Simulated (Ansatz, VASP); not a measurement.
One calculation of BAs, two programs

The input INCAR:

```
SYSTEM = BAs
  PREC = Accurate
  ENCUT = 520
  EDIFF = 1E-6
  ISMEAR = -1
  SIGMA = 0.03
  LREAL = .False.
  LASPH = .True.
  NELM = 100
  ALGO = Normal
  ISIF = 2
  LWAVE = .False.
  LCHARG = .True.
  GGA = PE
  LELF = .True.
  LVHAR = .True.
  NBANDS = 11
```

KPOINTS

```
regular mesh
0
Gamma
  15 15 15
  0 0 0
```

Contents of POSCAR:

```
BAs
1.0
    0.0000000000      2.4362700000      2.3885000000
    2.4362700000      0.0000000000      2.3885000000
    2.4362700000      2.4362700000      0.0000000000
B As
1 1
Direct
    0.0000000000      0.0000000000      0.0000000000
    0.7500000000      0.7500000000      0.7500000000
```

Input for Ansatz:

```yaml
crystal:
  lattice:
    - [0.0, 2.43627, 2.3885]
    - [2.43627, 0.0, 2.3885]
    - [2.43627, 2.43627, 0.0]
  atoms:
    - { symbol: B, position: [0.0, 0.0, 0.0] }
    - { symbol: As, position: [0.75, 0.75, 0.75] }
kpoints:
  mp_grid: { grid: [15, 15, 15] }
scf:
  occupations: { method: fermi_dirac, width: 0.03 }
hamiltonian:
  xc: pbe
  pseudopotentials: { kind: all_electron, lapw: { basis_error: 0.00025 } }
output:
  forces: true
  stress: true
  eigenvalues: true
```

Change from the starting cell: x and y stretched by +2 %, z held.

Alike in both runs: task single point; functional PBE; k mesh 15 × 15 × 15; occupations fermi-dirac, width 0.03 eV; no spin polarisation.

```csv
,VASP,Ansatz
version,VASP 6.6.1,Ansatz 0.2.0
potentials or method,"VASP PAW PBE potentials, release 64 (B, As)","all-electron LAPW, scalar-relativistic"
plane-wave cutoff (eV),520,see its input
```

|  | VASP | Ansatz | Ansatz less VASP |
| --- | --- | --- | --- |
| pressure (GPa) | -1.9 | -2.5 | -0.57 |
| largest component of the traceless stress (GPa) | 2.55 | 2.56 | +0.013 |

Ansatz ran all-electron here, so the differences hold the error of VASP's frozen core and of both bases.

Caveats: an odd mesh through Γ misses points on the zone boundary, where band edges often lie.
